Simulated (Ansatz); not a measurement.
# CdS (Fm-3m) in Ansatz: further runs

One crystal, CdS, is run at these levels: B3LYP, HSE06; tasks: relaxation of cell and atoms.

Program: Ansatz 0.2.0. These are calculated values, not measurements. Logs are shortened: lines on timing, memory, paths and dates and some standing lists are left out, and cuts for length are marked.

## Step 1: The structure

The structure is cubic, space group Fm-3m (No. 225). Conventional cell: a = 5.506 Å, b = 5.506 Å, c = 5.506 Å, α = 90.00°, β = 90.00°, γ = 90.00°. Around Cd (site symmetry m-3m) lie 6 S at 2.75 Å. S (site symmetry m-3m) has 6 Cd at 2.75 Å as nearest neighbours.

Measurements of this composition are mostly on another form, of space group No. 186.

## Step 2: Relaxation of cell and atoms, B3LYP

File input:

```
crystal:
  lattice:
    - [0.0, 2.753244, 2.753244]
    - [2.753244, 0.0, 2.753244]
    - [2.753244, 2.753244, 0.0]
  atoms:
    - { symbol: Cd, position: [0.0, 0.0, 0.0] }
    - { symbol: S, position: [0.5, 0.5, 0.5] }
hamiltonian:
  xc: b3lyp
  pseudopotentials: { kind: paw }
kpoints:
  mp_grid: { grid: [4, 4, 4] }
scf:
  occupations: { method: fermi_dirac, width: 0.05 }
output:
  forces: true
  stress: true
  eigenvalues: true
  write_density: true
  write_potential: true
  elf: true
  volumetric_format: npy
relax:
  f_tol: 0.01
  max_steps: 40
  cell: { stress_tol: 0.05 }
```

Potentials or basis: Ansatz PAW.

What it wrote:

```text
GPUs: using 1 of 1 available (devices: 1).
Engine: ansatz 0.2.0, x86_64-unknown-linux-gnu
Pseudopotentials: kind: paw
Pseudopotential: Cd, paw, valence charge 20, recommended cutoff 420 eV (normal), Cd.paw.azcp
Pseudopotential: S, paw, valence charge 6, recommended cutoff 420 eV (normal), S.paw.azcp
Functional definition: B3LYP
  parameter a0 = 0.2
  parameter ax = 0.72
  parameter ac = 0.81
  exchange = (1 - a0 - ax)*slater_x + ax*b88_x + a0*exact_x
  correlation = (1 - ac)*vwn_rpa_c + ac*lyp_c
device memory: the entry about to start is reckoned to put 0.6 GiB on a device that reports 33.5 GiB free (of which the cap on the GPU budget leaves the run 18.0 GiB)
GPU FFT provider: cuFFT
GPU libraries: cuBLAS 13.8.2, cuFFT 12.4.0, cuSOLVER 12.3.4
Crystal: 2 atoms, lattice volume = 41.741 Å³
Basis set: ecut = 420 eV, 869 PW (Γ), exchange–correlation on 54×54×54 points (8 copies of the dense FFT grid, shifted against one another)
Bands: 17, of which v1, the nominal top of the filled ones, is band 13 counted from 1 (12 counted from 0)
Symmetry: 48 space group operations
Space group: Fm-3m (ITA 225), of the structure as read, at distance tolerance 3.5e-5 Å
k-points: 8 of 64
Non-local potential: Cd, projectors of the file, l = 0: 3, l = 1: 2, l = 2: 2, l = 3: 1
Non-local potential: S, projectors of the file, l = 0: 2, l = 1: 2, l = 2: 2
PAW form: soft (Blöchl's): semilocal exchange-correlation on the pseudo side does not see the compensation charge
PAW frozen core: Cd, regenerated for the run's functional, and the local potential with it (the file was generated under x = pbe(κ = 0.804, μ = 0.2195149727645171), c = pbe(β = 0.06672455060314922))
PAW frozen core: S, regenerated for the run's functional, and the local potential with it (the file was generated under x = pbe(κ = 0.804, μ = 0.2195149727645171), c = pbe(β = 0.06672455060314922))
PAW one-centre angular grid: Cd, 590 points (default); XC on 64 Gauss nodes
PAW one-centre angular grid: S, 110 points (default); XC on 64 Gauss nodes
Initial density: superposition of atomic densities (neutral atoms: chi_scale 0, normalization atom), corrected by the library's trained network
Initial wavefunctions: pseudopotential atomic-orbital guess
GPU buffer pool allocated for 19683 grid points (all kernels)
GPU transforms: local potential and band sums: pruned to the plane-wave sphere, on 25×25×25
Functional: x = 0.1 slater + 0.9 b88, c = 0.19 vwn_rpa + 0.81 lyp, warm-up for x = 0.08 slater + 0.72 b88 + 0.2 exact, c = 0.19 vwn_rpa + 0.81 lyp
SCF iter   1: F=—  HF=-9172.370300 eV  |F-HF|=—  |Δ(HF+E_count)|=         —  Δρ=8.53e-3  dr2=4.59e-2  ethr=1.77e-3  ⟨swp⟩=8.6  Hψ=601  notcnv=0
preconditioner: auto → none  [insulator: Δε(μ)=0.273 eV  Ē_g=12.467 eV  σ=0.050 eV  W_gap=0.86  n_scr=14 (ndim 8)  ℏωp=24.4 eV  f_vac=0.007  D(μ)=0.37/eV (n_scr^D=0)]
SCF iter   2: F=—  HF=-9172.357858 eV  |F-HF|=—  |Δ(HF+E_count)|=   1.24e-2  Δρ=2.66e-3  dr2=4.67e-3  ethr=1.77e-4  ⟨swp⟩=3.5  Hψ=318  notcnv=0
iter 3 solved again at ethr=1.91e-7 eV; its pass at ethr=1.80e-5 eV (dr2=4.96e-5 eV) is discarded
SCF iter   3: F=—  HF=-9172.356762 eV  |F-HF|=—  |Δ(HF+E_count)|=   1.10e-3  Δρ=4.37e-4  dr2=4.22e-5  ethr=1.91e-7  ⟨swp⟩=3.5  Hψ=582  notcnv=0
eigensolver tolerance schedule: the retry pair's looser diagonalisation over-reported the residual by 0.18 of it (diagonalisation noise at 0.18 of the residual, at the tolerance the schedule requests for it); recorded, not acted on — ethr = c·dr2/N_el stays at c = 1.0e-1
SCF iter   4: F=—  HF=-9172.356771 eV  |F-HF|=—  |Δ(HF+E_count)|=   8.68e-6  Δρ=1.67e-4  dr2=6.98e-6  ethr=1.62e-7  ⟨swp⟩=3.0  Hψ=290  notcnv=0
SCF iter   5: F=—  HF=-9172.356775 eV  |F-HF|=—  |Δ(HF+E_count)|=   3.45e-6  Δρ=6.52e-5  dr2=8.99e-7  ethr=2.68e-8  ⟨swp⟩=2.9  Hψ=273  notcnv=0
SCF iter   6: F=—  HF=-9172.356775 eV  |F-HF|=—  |Δ(HF+E_count)|=   7.34e-7  Δρ=1.99e-5  dr2=1.83e-7  ethr=3.46e-9  ⟨swp⟩=3.0  Hψ=275  notcnv=0
SCF iter   7: F=—  HF=-9172.356775 eV  |F-HF|=—  |Δ(HF+E_count)|=   2.62e-9  Δρ=2.18e-6  dr2=1.51e-9  ethr=7.03e-10  ⟨swp⟩=3.0  Hψ=261  notcnv=0
SCF iter   8: F=—  HF=-9172.356775 eV  |F-HF|=—  |Δ(HF+E_count)|=   1.12e-9  Δρ=4.70e-7  dr2=5.10e-11  ethr=5.82e-12  ⟨swp⟩=4.0  Hψ=326  notcnv=0
SCF iter   9: F=-9172.356775 eV  HF=-9172.356775 eV  |F-HF|=0.00e0  |Δ(HF+E_count)|=  7.28e-12  Δρ=3.14e-8  dr2=3.83e-13  ethr=1.00e-12  ⟨swp⟩=2.0  Hψ=241  notcnv=0
SCF 1 converged in 9 iterations: F = -9172.356775 eV  dr2 = 3.83e-13
device memory: the entry about to start is reckoned to put 1.2 GiB on a device that reports 33.5 GiB free (of which the cap on the GPU budget leaves the run 18.0 GiB)
GPU FFT provider: cuFFT
GPU libraries: cuBLAS 13.8.2, cuFFT 12.4.0, cuSOLVER 12.3.4
Initial density: handed on by an earlier stage of this run
Initial wavefunctions: those handed on with the density
GPU buffer pool allocated for 19683 grid points (all kernels)
GPU transforms: local potential and band sums: pruned to the plane-wave sphere, on 25×25×25
Functional: x = 0.08 slater + 0.72 b88 + 0.2 exact, c = 0.19 vwn_rpa + 0.81 lyp
[... 204 lines left out ...]
Exchange kernel: α = 0.2000, full range, Wigner–Seitz truncation, v(0) = 6788.2771 eV·Å³, q-mesh 4×4×4, nearest image of the exchange supercell L = 15.71 Å, pair-density grid 15×15×15, without the augmentation charges, whose exchange is taken in its separable form by FFT convolution over the k-point mesh (sized by the pseudopotential files, 24×24×24 at the most), smooth part of the exact exchange by density-matrix convolution in up to 1.04 GiB of GPU memory as planned if the GPU has room (build and FFT work areas not counted)
Frozen-core exchange: fock
SCF iter   1: F=—  HF=-9176.257771 eV  |F-HF|=—  |Δ(HF+E_count)|=         —  Δρ=2.83e-7  dr2=2.05e-11  ethr=3.75e-12  ⟨swp⟩=6.4  Hψ=373  notcnv=0
SCF iter   2: F=-9176.257771 eV  HF=-9176.257771 eV  |F-HF|=3.64e-12  |Δ(HF+E_count)|=  9.09e-12  Δρ=8.76e-8  dr2=7.53e-13  ethr=1.00e-12  ⟨swp⟩=2.0  Hψ=240  notcnv=0
SCF 15 converged in 2 iterations: F = -9176.257771 eV  dr2 = 7.53e-13
  Residual-converged pass: ⟨swp⟩=4.0  Hψ=395  notcnv=0  max |occ|·‖R‖ = 8.9e-9 eV (tolerance 1.0e-8 eV)  dr2=6.96e-13  dr2_onsite=3.66e-13  max |Δocc| = 2.9e-18
hybrid outer 3: dexx = +8.640e-13 eV, tail = 2.42e-12 eV, Δε = 3.69e-6 eV (about 9.16e-7 eV left of the loop's levels), ΔF = 1.95e-29 eV/Å (tail inf)
relax step   5: F+E_penalty+E_count = -9176.25777096 eV  Δ(F+E_penalty+E_count) = -2.609e-5 eV  max|allowed force component| = 9.992e-30 eV/Å  Δτ_max = 0.0000 Å  P = +0.002 GPa  Ω = 42.815 Å³  energy of the carried Pulay correction = +2.085e-5 eV  (10 SCF iters, accepted)
device memory: the entry about to start is reckoned to put 1.2 GiB on a device that reports 46.3 GiB free (of which the cap on the GPU budget leaves the run 18.0 GiB)
GPU FFT provider: cuFFT
GPU libraries: cuBLAS 13.8.2, cuFFT 12.4.0, cuSOLVER 12.3.4
GPU buffer pool allocated for 19683 grid points (all kernels)
GPU transforms: local potential and band sums: pruned to the plane-wave sphere, on 25×27×27
Exchange kernel: α = 0.2000, full range, Wigner–Seitz truncation, v(0) = 6788.2771 eV·Å³, q-mesh 4×4×4, nearest image of the exchange supercell L = 15.71 Å, pair-density grid 15×15×15, without the augmentation charges, whose exchange is taken in its separable form by FFT convolution over the k-point mesh (sized by the pseudopotential files, 24×24×24 at the most), smooth part of the exact exchange by density-matrix convolution in up to 1.04 GiB of GPU memory as planned if the GPU has room (build and FFT work areas not counted)
Frozen-core exchange: fock
iter 1 solved again at ethr=1.00e-12 eV; its pass at ethr=1.00e-1 eV (dr2=7.24e-13 eV) is discarded
SCF iter   1: F=—  HF=-9176.257771 eV  |F-HF|=—  |Δ(HF+E_count)|=         —  Δρ=8.96e-8  dr2=9.07e-13  ethr=1.25e-12 (applied; sched 1.00e-12)  ⟨swp⟩=14.5  Hψ=906  notcnv=0
preconditioner: auto → none  [insulator: Δε(μ)=1.430 eV  Ē_g=15.243 eV  σ=0.050 eV  W_gap=1.00  n_scr=14 (ndim 8)  ℏωp=24.1 eV  f_vac=0.015  D(μ)=0.00/eV (n_scr^D=0)]
SCF iter   2: F=-9176.257771 eV  HF=-9176.257771 eV  |F-HF|=3.64e-12  |Δ(HF+E_count)|=    0.00e0  Δρ=4.30e-8  dr2=2.42e-13  ethr=1.00e-12  ⟨swp⟩=2.0  Hψ=240  notcnv=0
SCF 16 converged in 2 iterations: F = -9176.257771 eV  dr2 = 2.42e-13
hybrid outer 1: dexx = +4.547e-14 eV, tail = 4.85e-13 eV
GPU FFT provider: cuFFT
GPU libraries: cuBLAS 13.8.2, cuFFT 12.4.0, cuSOLVER 12.3.4
GPU buffer pool allocated for 19683 grid points (all kernels)
GPU transforms: local potential and band sums: pruned to the plane-wave sphere, on 25×27×27
Exchange kernel: α = 0.2000, full range, Wigner–Seitz truncation, v(0) = 6788.2771 eV·Å³, q-mesh 4×4×4, nearest image of the exchange supercell L = 15.71 Å, pair-density grid 15×15×15, without the augmentation charges, whose exchange is taken in its separable form by FFT convolution over the k-point mesh (sized by the pseudopotential files, 24×24×24 at the most), smooth part of the exact exchange by density-matrix convolution in up to 1.04 GiB of GPU memory as planned if the GPU has room (build and FFT work areas not counted)
Frozen-core exchange: fock
SCF iter   1: F=—  HF=-9176.257771 eV  |F-HF|=—  |Δ(HF+E_count)|=         —  Δρ=4.32e-8  dr2=1.71e-13  ethr=1.47e-12 (applied; sched 1.00e-12)  ⟨swp⟩=11.2  Hψ=524  notcnv=0
preconditioner: auto → none  [insulator: Δε(μ)=1.430 eV  Ē_g=14.631 eV  σ=0.050 eV  W_gap=1.00  n_scr=14 (ndim 8)  ℏωp=24.1 eV  f_vac=0.015  D(μ)=0.00/eV (n_scr^D=0)]
SCF iter   2: F=-9176.257771 eV  HF=-9176.257771 eV  |F-HF|=0.00e0  |Δ(HF+E_count)|=  1.82e-12  Δρ=2.08e-8  dr2=3.81e-14  ethr=1.00e-12  ⟨swp⟩=2.0  Hψ=240  notcnv=0
SCF 17 converged in 2 iterations: F = -9176.257771 eV  dr2 = 3.81e-14
  Residual-converged pass: ⟨swp⟩=2.0  Hψ=224  notcnv=0  max |occ|·‖R‖ = 7.6e-9 eV (tolerance 1.0e-8 eV)  dr2=3.74e-14  dr2_onsite=1.71e-14  max |Δocc| = 2.6e-24
hybrid outer 2: dexx = +2.274e-14 eV, tail = 1.10e-13 eV, Δε = 1.16e-7 eV (about 1.16e-7 eV left of the loop's levels)
relax step   6: F+E_penalty+E_count = -9176.25777096 eV  Δ(F+E_penalty+E_count) = -1.819e-12 eV  max|allowed force component| = 8.152e-30 eV/Å  Δτ_max = 0.0000 Å  P = +0.002 GPa  Ω = 42.815 Å³  stress off target by 2.36e-3 GPa  SCF on the basis re-selected at this cell (its energy is not comparable with the rows above)  (4 SCF iters)
basis re-selected at this cell: Δ(F+E_penalty+E_count) = -1.819e-12 eV, ΔP = +0.000 GPa vs the last step (what re-selecting the basis moved, of the pressure what is left beyond the Pulay correction that the steps carried, after the strain that the cell walked since its last selection, with what the two solves' SCF thresholds leave and, on support functions, any second-order correction that the steps lacked; it is no measure of the basis error at this ecutwfc). This SCF's stress stands 2.36e-3 GPa from its target on what of the cell is left free (relax.cell.stress_tol is 5.00e-2 GPa) and its largest allowed force component is 8.15e-30 eV/Å (relax.f_tol is 1.00e-2 eV/Å): within both
hybrid SCF converged: 2 outer / 4 inner (+0 warm-up), last move |dexx| = 2.27e-14 eV, tail = 1.10e-13 eV
Stability not checked: this state was not tested for a lower state beside it, because the functional holds exact exchange (a hybrid, or Hartree-Fock), whose exchange loop this test does not read (fock_operator; see scf.lower_state_search)
Free energy (F): -9176.257771 eV
Frozen-core exchange: fock
Harris-Foulkes:  -9176.257771 eV  (|F-HF|=0.00e0)
Internal energy: -9176.257771 eV  (E = F + TS)
E sigma→0 (E₀):  -9176.257771 eV
Entropy (-TS):   -0.000000 eV (-0.000 meV/atom)
Fermi energy:    9.148823 eV
--- Per-component energies (eV) ---
  E_band       = -513.052267
  E_kinetic    = 612.992407
  E_local      = -3613.615101  (includes V_loc(G=0)·N_el)
  E_nonlocal   = 63.011346
  E_hartree    = 1670.471133
  E_xc         = -223.390271
  E_vxc        = -250.004689  (∫ρ·V_xc dr)
  E_exx        = -88.247476  (= α·E_x^exact, valence–valence)
  E_paw        = -4666.290504  (= ΣΔE_a)
  E_vpaw       = -489.883561  (= ΣTr[D̂ρ^β])
  E_aug_tail   = 0.000015  (compensation charges beyond the density's cutoff)
  E_ewald      = -2930.777180
  E_core_change = -0.412139  (= ΣΔE_core)
  E_smearing   = -0.000000  (= −TS)
  E_closure    = 0.000000  (closes the sum)
  Σ components = -9176.257771   (vs F -9176.257771, Δ=0.00e0)
--- Forces (eV/Å), atoms counted from 1 ---
  atom   1  Cd     0.00000000    -0.00000000     0.00000000
  atom   2  S      0.00000000    -0.00000000     0.00000000
  max |Σ_I F_I| component: 2.52e-29 eV/Å
--- Stress (GPa, compression-positive) ---
        0.002359      -0.000000       0.000000
        0.000000       0.002359      -0.000000
        0.000000      -0.000000       0.002359
  P = ⅓ Tr σ = 0.0024 GPa (0.024 kbar)
--- Band table (eV; the first three rows and the last of 8) ---
  k-point 0: bands = ["-97.4086", "-57.4027", "-57.4027", "-57.4027", "-5.0885", "-0.3422", "-0.3422", "-0.3225", "-0.3225", "-0.3225", "7.7369", "7.7369", "7.7369", "10.4182", "19.2627", "19.2627", "19.2627"]
  k-point 1: bands = ["-97.4085", "-57.4032", "-57.4028", "-57.4028", "-4.6102", "-0.4679", "-0.4679", "-0.3667", "-0.2403", "-0.2403", "5.0276", "8.0512", "8.0512", "12.9650", "16.7360", "17.3756", "17.3756"]
  k-point 2: bands = ["-97.4085", "-57.4038", "-57.4028", "-57.4028", "-4.0004", "-0.5904", "-0.5904", "-0.4733", "-0.1539", "-0.1539", "3.4351", "8.4063", "8.4063", "13.4193", "15.8042", "15.8042", "16.4887"]
  k-point 7: bands = ["-97.4084", "-57.4033", "-57.4033", "-57.4030", "-4.1307", "-0.4487", "-0.3057", "-0.3057", "-0.0969", "0.4079", "5.2827", "5.2827", "5.6394", "12.9580", "16.5838", "17.6637", "17.6637"]
--- Relaxed structure (4 steps of the walk, 4 accepted, 2 SCFs on fresh bases) ---
  F+E_penalty+E_count = -9176.25777096 eV   max|allowed force component| = 8.152e-30 eV/Å   (the final SCF, on the basis selected at the relaxed cell)
  cell:  # Å, volume = 42.8145 Å³
    - [6.369215041119502e-36, 2.7766451943207255, 2.7766451943207255]
    - [2.7766451943207255, 9.171669659212063e-34, 2.7766451943207255]
    - [2.7766451943207255, 2.7766451943207255, 1.4330733842518848e-33]
  atoms:
    - { symbol: Cd, position: [-4.0076265088840835e-36, 5.464945239372523e-36, 1.7123495083285453e-35] }
    - { symbol: S, position: [0.49999999999999994, 0.49999999999999994, 0.49999999999999994] }
```

Run time: 28 s. Hardware: 1 × NVIDIA H100 80GB HBM3 with 2 threads of AMD EPYC 7R13 (Zen 3), shared host; peak memory 1.4 GiB.

What came out:

- Free energy: -9176.2578 eV
- Relaxed volume: 21.41 Å³/atom
- Relaxed cell: a = 3.927 Å, b = 3.927 Å, c = 3.927 Å, α = 60.00°, β = 60.00°, γ = 60.00°
- Space group after relaxing (to 0.05 Å): Fm-3m (No. 225)
- Energy gained by relaxing: 3.2 meV/atom
- Ionic steps: 6
- Pressure after relaxing: 0.0 GPa
- Band gap on the k mesh: 1.43 eV, indirect (least direct gap 2.68 eV)

The path:
```tsv
step	energy change (eV)	largest force (eV/Å)	volume (Å³)
1	0.0000	0.0000	41.74
2	-0.0032	0.0000	43.46
3	-0.0056	0.0000	42.85
4	-0.0064	0.0000	42.85
5	-0.0064	0.0000	42.81
6	-0.0064	0.0000	42.81
```

Final structure:
```yaml
crystal:
  lattice:
    - [0.00000, 2.77665, 2.77665]
    - [2.77665, 0.00000, 2.77665]
    - [2.77665, 2.77665, 0.00000]
  atoms:
    - { symbol: Cd, position: [0.00000, 0.00000, 0.00000] }
    - { symbol: S, position: [0.50000, 0.50000, 0.50000] }
```

Levels at points of the mesh, in eV from the valence-band top:
```csv
k point,band 10,band 11,band 12,band 13,band 14,band 15,band 16,band 17
"(0.00, 0.00, 0.00)",-8.73,-0.67,-0.67,-0.67,2.01,10.86,10.86,10.86
"(0.00, 0.00, -0.50)",-8.56,-4.97,0.00,0.00,5.01,7.40,7.40,8.08
"(0.00, -0.50, -0.50)",-7.81,-4.13,-2.04,-2.04,1.43,7.69,11.37,12.68
```

Caveat: the k mesh is coarse (spacing up to 0.49 Å⁻¹), so the values aren't converged, least of all with exact exchange; the plane-wave basis is chosen anew once the cell has moved, so the energies of steps on either side of that aren't comparable; the PAW data sets come from PBE, with cores solved anew for the run's functional, which leaves a small shift of forces and pressure. A k mesh can miss the band edges.

## Step 3: Relaxation of cell and atoms, HSE06

input, as its differences from that of step 2:

```diff
@@ -9,3 +9,3 @@
 hamiltonian:
-  xc: b3lyp
+  xc: hse06
   pseudopotentials: { kind: paw }
@@ -19,6 +19,2 @@
   eigenvalues: true
-  write_density: true
-  write_potential: true
-  elf: true
-  volumetric_format: npy
 relax:
```

Potentials or basis: Ansatz PAW.

Run time: 22 s. Hardware: 1 × NVIDIA H100 80GB HBM3 with 2 threads of AMD EPYC 7R13 (Zen 3), shared host; peak memory 1.3 GiB.

Results (log left out):

```
Free energy                            : -9161.8659 eV
Relaxed volume                         : 20.37 Å³/atom
Relaxed cell                           : a = 3.862 Å, b = 3.862 Å, c = 3.862 Å, α = 60.00°, β = 60.00°, γ = 60.00°
Space group after relaxing (to 0.05 Å) : Fm-3m (No. 225)
Energy gained by relaxing              : 3.1 meV/atom
Ionic steps                            : 5
Pressure after relaxing                : 0.0 GPa
Band gap on the k mesh                 : 1.23 eV, indirect (least direct gap 2.76 eV)
```

Step by step:
```csv
step,energy change (eV),largest force (eV/Å),volume (Å³)
1,0.0000,0.0000,41.74
2,-0.0050,0.0000,40.12
3,-0.0068,0.0000,40.76
4,-0.0068,0.0000,40.73
5,-0.0063,0.0000,40.73
```

Final structure:
```cif
data_structure
_symmetry_space_group_name_H-M 'P 1'
_symmetry_Int_Tables_number 1
_cell_length_a 3.8620
_cell_length_b 3.8620
_cell_length_c 3.8620
_cell_angle_alpha 60.000
_cell_angle_beta 60.000
_cell_angle_gamma 60.000
_cell_volume 40.73
loop_
_atom_site_label
_atom_site_type_symbol
_atom_site_fract_x
_atom_site_fract_y
_atom_site_fract_z
_atom_site_occupancy
Cd1 Cd 0.00000 0.00000 0.00000 1
S1 S 0.50000 0.50000 0.50000 1
```

Levels at points of the mesh, in eV from the valence-band top:
| k point | band 11 | band 12 | band 13 | band 14 | band 15 | band 16 |
| --- | --- | --- | --- | --- | --- | --- |
| (0.00, 0.00, 0.00) | -0.77 | -0.77 | -0.77 | 1.99 | 10.33 | 10.33 |
| (0.00, 0.00, -0.50) | -5.27 | 0.00 | 0.00 | 4.43 | 6.99 | 6.99 |
| (0.00, -0.50, -0.50) | -4.60 | -2.30 | -2.30 | 1.23 | 6.92 | 11.30 |

Caveat: the k mesh is coarse (spacing up to 0.49 Å⁻¹), so the values aren't converged, least of all with exact exchange; the plane-wave basis is chosen anew once the cell has moved, so the energies of steps on either side of that aren't comparable; the PAW data sets come from PBE, with cores solved anew for the run's functional, which leaves a small shift of forces and pressure. A k mesh can miss the band edges.
